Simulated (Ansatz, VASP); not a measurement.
## One calculation of Ti, two programs

```xyz
2
Lattice="2.8903 0.0000 0.0000 -1.4451 2.5031 0.0000 0.0000 0.0000 4.5912" Properties=species:S:1:pos:R:3 pbc="T T T"
Ti    0.0000    1.6687    1.1478
Ti    1.4451    0.8344    3.4434
```

Change from the starting cell: volume scaled by 0.9405, crystal datasets.

Alike in both runs: task electric field gradients; functional PBE; k mesh 13 × 13 × 7; occupations fermi-dirac, width 0.08 eV; no spin polarisation.

|  | VASP | Ansatz |
| --- | --- | --- |
| version | VASP 6.6.1 | Ansatz 0.2.0 |
| potentials or method | VASP PAW PBE potentials, release 64 (Ti_sv), cutoff 520 eV | all-electron PAW with datasets made for the crystal, scalar-relativistic |

|  | VASP | Ansatz | Ansatz less VASP |
| --- | --- | --- | --- |
| pressure (GPa) | 5.3 | 5.7 | +0.36 |
| largest component of the traceless stress (GPa) | 0.14 | 0.14 | +0.004 |
| Vzz of the field gradient on the site that differs most (V/Å²) | 19.0 | 20.6 | +1.61 |

Ansatz ran all-electron here, so the differences hold the error of VASP's frozen core and of both bases.
